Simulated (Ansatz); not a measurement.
**Mg₂Si**

Method: PBEsol, scalar-relativistic; no spin polarisation; PAW, 420 eV, 8×8×8 k-mesh, Gaussian smearing of 0.05 eV; code Ansatz; PAW files: Ansatz's generated set soft_2.

```
Mg Si
1.0
     0.00000    3.16305    3.16305
     3.16305    0.00000    3.16305
     3.16305    3.16305    0.00000
Mg Si
2 1
Cartesian
  1.5815 1.5815 1.5815
  4.7446 4.7446 4.7446
  0.0000 0.0000 0.0000
```

The chain of runs began from a cell as deposited in COD, expanded in volume.

Cell and atoms are those of this level's equilibrium.

Elastic constants come from the stress of slightly strained cells with relaxed atoms, in GPa, Voigt order xx, yy, zz, yz, xz, xy in the Cartesian frame of the vectors above.

```
118  25  25   0   0   0
 25 118  25   0   0   0
 25  25 118   0   0   0
  0   0   0  46   0   0
  0   0   0   0  46   0
  0   0   0   0   0  46
```

Is the crystal mechanically stable, and what are its polycrystalline moduli?

Stable against homogeneous strain: the smallest eigenvalue of the tensor is 46 GPa. Hill averages: K = 56 GPa, G = 46 GPa, E = 108 GPa, ν = 0.18.

For a cubic crystal three numbers say it all: C11 = 118.2, C12 = 24.8, C44 = 45.6 GPa. K = (C11 + 2C12)/3 = 56.0 GPa. The two shear moduli are C44 and C′ = (C11 − C12)/2 = 46.7 GPa, so Zener's ratio C44/C′ is 0.98: nearly isotropic. The Cauchy pressure C12 − C44 is -21 GPa; pair forces would make it zero if every atom sat on a centre of inversion, which isn't so here, so internal relaxation also enters, and a negative value is usually read as directional bonding.

The equation of state, an independent route, gives B0 = 56 GPa, against 56 GPa here.

